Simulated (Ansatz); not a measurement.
Sn: single point with PBE

Sn:

```
Sn
1.0
    -1.89465    1.89465    1.89465
     1.89465   -1.89465    1.89465
     1.89465    1.89465   -1.89465
Sn
1
Direct
  0.00000 0.00000 0.00000
```

This isn't the form of Sn at room conditions, which is tetragonal (white tin).

```yaml
Program: Ansatz 0.2.0
Task: single point
Functional: PBE
Potentials_or_basis: Ansatz PAW
Cutoff: "420 eV (not typed: the program's choice for these potentials)"
k_mesh: 10 × 10 × 10
Occupations: gaussian, width 0.023 eV
Spin: no spin polarisation
```

```yaml
Pressure: 0.6 GPa
Band_gap_on_the_k_mesh: none (metal or under the smearing width)
```

Levels at points of the mesh, in eV from the Fermi level:
```csv
k point,band 4,band 5,band 6,band 7,band 8,band 9,band 10,band 11
"(0.00, 0.00, 0.00)",-21.43,-21.43,-11.07,7.97,7.97,7.97,12.11,12.11
"(0.00, 0.00, -0.50)",-21.43,-21.34,-6.40,-4.41,3.61,5.45,7.95,8.24
"(-0.50, -0.50, -0.50)",-21.36,-21.36,-2.47,-0.47,-0.47,-0.47,3.84,3.84
```

Run time: 0.54 s on 2 threads of Arm Neoverse V2 (shared host), peak memory 0.27 GiB.
